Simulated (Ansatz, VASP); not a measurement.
Mo in VASP and in Ansatz

```
Mo
1.0
    -1.54517    1.54517    1.54517
     1.54517   -1.54517    1.54517
     1.54517    1.54517   -1.54517
Mo
1
Direct
  0.00000 0.00000 0.00000
```

Alike in both runs: functional LDA; k mesh 17 × 17 × 17; occupations fermi-dirac, width 0.05 eV; no spin polarisation.

Ansatz relaxed the structure, and its values are those at the end. VASP's run is a single point on that final structure, the one shown.

|  | VASP | Ansatz |
| --- | --- | --- |
| version | VASP 6.6.1 | Ansatz 0.2.0 |
| potentials or method | VASP PAW LDA potentials, release 64 (Mo_sv), cutoff 520 eV | all-electron LAPW, scalar-relativistic |

```csv
,VASP,Ansatz,Ansatz less VASP
pressure (GPa),7.7,6.5,-1.21
```

Ansatz ran all-electron here, so the differences hold the error of VASP's frozen core and of both bases.
